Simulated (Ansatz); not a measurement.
# Cu (Fm-3m) in Ansatz: reference runs, part 2 of 2

Ansatz 0.2.0. Earlier steps stand in the parts before.

## Step 4: Single point, PBE, 11.10 Å³/atom (volume scaled by 0.94)

The input, input.yaml:

```yaml
crystal:
  lattice:
    - [0.0, 1.7706018915, 1.7706018915]
    - [1.7706018915, 0.0, 1.7706018915]
    - [1.7706018915, 1.7706018915, 0.0]
  atoms:
    - { symbol: Cu, position: [0.0, 0.0, 0.0] }
hamiltonian:
  xc: pbe
  pseudopotentials: { kind: paw }
kpoints:
  mp_grid: { grid: [13, 13, 13] }
scf:
  occupations: { method: fermi_dirac, width: 0.05 }
output:
  forces: true
  stress: true
  eigenvalues: true
```

Potentials or basis: Ansatz PAW.

Started as:

```console
$ ansatz run input.yaml --threads 1 --pin off --max-ram 2560MiB --backend cpu --events-out ev --progress --plain --runs-dir out
```

The program printed:

```text
Warning: RAYON_NUM_THREADS=1 ignored (pool sized by the plan → 1); use --threads N
Engine: ansatz 0.2.0, x86_64-unknown-linux-gnu
Pseudopotentials: kind: paw
Pseudopotential: Cu, paw, valence charge 19, recommended cutoff 420 eV (normal), Cu.paw.azcp
Functional definition: PBE
  parameter kappa = 0.804
  parameter beta = 0.06672455060314922
  exchange = pbe_x(kappa = kappa, mu = beta*pi^2/3)
  correlation = pbe_c(beta = beta)
Crystal: 1 atoms, lattice volume = 11.102 Å³
Basis set: ecut = 420 eV, 229 PW (Γ), exchange–correlation on 36×36×36 points (8 copies of the dense FFT grid, shifted against one another)
Bands: 14, of which v1, the nominal top of the filled ones, is band 10 counted from 1 (9 counted from 0)
Symmetry: 48 space group operations
Space group: Fm-3m (ITA 225), of the structure as read, at distance tolerance 2.2e-5 Å
k-points: 84 of 2197
Non-local potential: Cu, projectors of the file, l = 0: 3, l = 1: 2, l = 2: 3, l = 3: 1
PAW form: soft (Blöchl's): semilocal exchange-correlation on the pseudo side does not see the compensation charge
[... 24 lines left out ...]
  E_kinetic    = 300.804290
  E_local      = -3935.452857  (includes V_loc(G=0)·N_el)
  E_nonlocal   = 389.006406
  E_hartree    = 1737.771988
  E_xc         = -90.173330
  E_vxc        = -116.413187  (∫ρ·V_xc dr)
  E_paw        = -1661.950405  (= ΣΔE_a)
  E_vpaw       = -450.081531  (= ΣTr[D̂ρ^β])
  E_aug_tail   = 0.000208  (compensation charges beyond the density's cutoff)
  E_ewald      = -3365.149492
  E_smearing   = -0.002728  (= −TS)
  E_closure    = -0.000000  (closes the sum)
  Σ components = -6625.145920   (vs F -6625.145920, Δ=0.00e0)
--- Forces (eV/Å), atoms counted from 1 ---
  atom   1  Cu    -0.00000000    -0.00000000     0.00000000
  max |Σ_I F_I| component: 1.27e-31 eV/Å
--- Stress (GPa, compression-positive) ---
       12.488454       0.000000       0.000000
        0.000000      12.488454       0.000000
        0.000000       0.000000      12.488454
  P = ⅓ Tr σ = 12.4885 GPa (124.885 kbar)
--- Band table (eV; the first three rows and the last of 84) ---
  k-point 0: bands = ["-94.5931", "-51.8880", "-51.8880", "-51.8880", "8.2480", "14.9417", "14.9417", "14.9417", "15.8590", "15.8590", "41.2500", "44.2289", "44.2289", "44.2289"]
  k-point 1: bands = ["-94.5919", "-51.8958", "-51.8891", "-51.8891", "8.4735", "14.8909", "14.9859", "14.9859", "15.8418", "15.8418", "39.9221", "42.3603", "43.6104", "43.6104"]
  k-point 2: bands = ["-94.5890", "-51.9176", "-51.8923", "-51.8923", "9.1332", "14.7663", "15.0815", "15.0815", "15.8253", "15.8253", "36.0639", "41.8379", "42.6801", "42.6801"]
  k-point 83: bands = ["-94.5687", "-51.9846", "-51.9734", "-51.9389", "13.6944", "14.2234", "14.4872", "15.8242", "16.6169", "23.2156", "25.2377", "27.2933", "27.9610", "46.1553"]
```

Run time: 1.1 s. Hardware: 1 thread of Intel Xeon Platinum 8259CL at 2.50GHz (Skylake/Cascade Lake), shared host; peak memory 0.41 GiB.

Results:

```
Free energy            : -6625.1459 eV
Pressure               : 12.5 GPa
Band gap on the k mesh : none (metal or under the smearing width)
```

## Step 5: Single point, PBE, 11.34 Å³/atom (volume scaled by 0.96)

input.yaml: that of step 4 with these lines changed.

```diff
@@ -2,5 +2,5 @@
   lattice:
-    - [0.0, 1.7706018915, 1.7706018915]
-    - [1.7706018915, 0.0, 1.7706018915]
-    - [1.7706018915, 1.7706018915, 0.0]
+    - [0.0, 1.7830713297, 1.7830713297]
+    - [1.7830713297, 0.0, 1.7830713297]
+    - [1.7830713297, 1.7830713297, 0.0]
   atoms:
```

Started as:

```console
$ ansatz run input.yaml --threads 1 --pin off --max-ram 2560MiB --backend cpu --events-out ev --progress --plain --runs-dir out
```

Run time: 1.2 s. Hardware: 1 thread of Intel Xeon Platinum 8259CL at 2.50GHz (Skylake/Cascade Lake), shared host; peak memory 0.4 GiB.

The run converged. Its results:

| Quantity | Value |
| --- | --- |
| Free energy | -6625.1613 eV |
| Pressure | 8.4 GPa |
| Band gap on the k mesh | none (metal or under the smearing width) |

## Step 6: Single point, PBE, 11.57 Å³/atom (volume scaled by 0.98)

input.yaml: that of step 5 with these lines changed.

```diff
@@ -2,5 +2,5 @@
   lattice:
-    - [0.0, 1.7830713297, 1.7830713297]
-    - [1.7830713297, 0.0, 1.7830713297]
-    - [1.7830713297, 1.7830713297, 0.0]
+    - [0.0, 1.795368762, 1.795368762]
+    - [1.795368762, 0.0, 1.795368762]
+    - [1.795368762, 1.795368762, 0.0]
   atoms:
```

Potentials or basis: Ansatz PAW.

Started as:

```console
$ ansatz run input.yaml --threads 1 --pin off --max-ram 2560MiB --backend cpu --events-out ev --progress --plain --runs-dir out
```

Wall time 1.1 s (1 thread of Intel Xeon Platinum 8259CL at 2.50GHz (Skylake/Cascade Lake), shared host); peak memory 0.41 GiB.

It converged, with:

* Free energy: -6625.1711 eV
* Pressure: 4.9 GPa
* Band gap on the k mesh: none (metal or under the smearing width)

## Step 7: Single point, PBE, 11.81 Å³/atom

input.yaml: that of step 6 with these lines changed.

```diff
@@ -2,5 +2,5 @@
   lattice:
-    - [0.0, 1.795368762, 1.795368762]
-    - [1.795368762, 0.0, 1.795368762]
-    - [1.795368762, 1.795368762, 0.0]
+    - [0.0, 1.8075, 1.8075]
+    - [1.8075, 0.0, 1.8075]
+    - [1.8075, 1.8075, 0.0]
   atoms:
```

Started as:

```console
$ ansatz run input.yaml --threads 1 --pin off --max-ram 2560MiB --backend cpu --events-out ev --progress --plain --runs-dir out
```

It took 1.1 s on 1 thread of Intel Xeon Platinum 8259CL at 2.50GHz (Skylake/Cascade Lake), shared host; peak memory 0.39 GiB.

The run converged. Its results:

- Free energy: -6625.1758 eV
- Pressure: 1.7 GPa
- Band gap on the k mesh: none (metal or under the smearing width)

## Step 8: Single point, PBE, 12.05 Å³/atom (volume scaled by 1.02)

input.yaml: that of step 7 with these lines changed.

```diff
@@ -2,5 +2,5 @@
   lattice:
-    - [0.0, 1.8075, 1.8075]
-    - [1.8075, 0.0, 1.8075]
-    - [1.8075, 1.8075, 0.0]
+    - [0.0, 1.8194705475, 1.8194705475]
+    - [1.8194705475, 0.0, 1.8194705475]
+    - [1.8194705475, 1.8194705475, 0.0]
   atoms:
```

Started as:

```console
$ ansatz run input.yaml --threads 1 --pin off --max-ram 2560MiB --backend cpu --events-out ev --progress --plain --runs-dir out
```

Run time: 1.1 s. Hardware: 1 thread of Intel Xeon Platinum 8259CL at 2.50GHz (Skylake/Cascade Lake), shared host; peak memory 0.4 GiB.

The run converged. Its results:

| Item | Value |
| --- | --- |
| Free energy | -6625.1761 eV |
| Pressure | -1.2 GPa |
| Band gap on the k mesh | none (metal or under the smearing width) |

## Step 9: Single point, PBE, 12.28 Å³/atom (volume scaled by 1.04)

input.yaml: that of step 8 with these lines changed.

```diff
@@ -2,5 +2,5 @@
   lattice:
-    - [0.0, 1.8194705475, 1.8194705475]
-    - [1.8194705475, 0.0, 1.8194705475]
-    - [1.8194705475, 1.8194705475, 0.0]
+    - [0.0, 1.8312856224, 1.8312856224]
+    - [1.8312856224, 0.0, 1.8312856224]
+    - [1.8312856224, 1.8312856224, 0.0]
   atoms:
```

Potentials or basis: Ansatz PAW.

Started as:

```console
$ ansatz run input.yaml --threads 1 --pin off --max-ram 2560MiB --backend cpu --events-out ev --progress --plain --runs-dir out
```

It took 1.1 s on 1 thread of Intel Xeon Platinum 8259CL at 2.50GHz (Skylake/Cascade Lake), shared host; peak memory 0.41 GiB.

Results (log left out):

| Quantity | Value |
| --- | --- |
| Free energy | -6625.1725 eV |
| Pressure | -3.7 GPa |
| Band gap on the k mesh | none (metal or under the smearing width) |

## Step 10: Single point, PBE, 12.52 Å³/atom (volume scaled by 1.06)

input.yaml: that of step 9 with these lines changed.

```diff
@@ -2,5 +2,5 @@
   lattice:
-    - [0.0, 1.8312856224, 1.8312856224]
-    - [1.8312856224, 0.0, 1.8312856224]
-    - [1.8312856224, 1.8312856224, 0.0]
+    - [0.0, 1.8429501765, 1.8429501765]
+    - [1.8429501765, 0.0, 1.8429501765]
+    - [1.8429501765, 1.8429501765, 0.0]
   atoms:
```

Started as:

```console
$ ansatz run input.yaml --threads 1 --pin off --max-ram 2560MiB --backend cpu --events-out ev --progress --plain --runs-dir out
```

Wall time 1.1 s (1 thread of Intel Xeon Platinum 8259CL at 2.50GHz (Skylake/Cascade Lake), shared host); peak memory 0.41 GiB.

Results (log left out):

```
Free energy            : -6625.1654 eV
Pressure               : -5.9 GPa
Band gap on the k mesh : none (metal or under the smearing width)
```

## Step 11: Equation of state, PBE

This step only gathers the single runs of the series.

Results:

* Equilibrium volume: 11.95 Å³/atom
* Bulk modulus: 142 GPa
* Pressure derivative of the bulk modulus: 5.0

Energy against volume, from the lowest point:
```
volume (Å³/atom)  energy (meV/atom)
          11.102              30.22
          11.338              14.85
          11.574               5.09
          11.810               0.33
          12.047               0.00
          12.283               3.60
          12.519              10.69
```

## Step 12: Summary

| task | cell | gap on the mesh (eV) | pressure (GPa) |
| --- | --- | --- | --- |
| single point | as given | none | 1.7 |
| single point | cell strained at random at fixed volume | none | 1.7 |
| equation of state | as given | - | - |

Alike in all rows: level PBE; potentials or basis Ansatz PAW; no spin polarisation; k mesh 13 × 13 × 13; cutoff (eV) 420; smearing fermi-dirac 0.05 eV.

Total energies depend on the potentials used, so only differences within one code and one set of settings carry meaning.
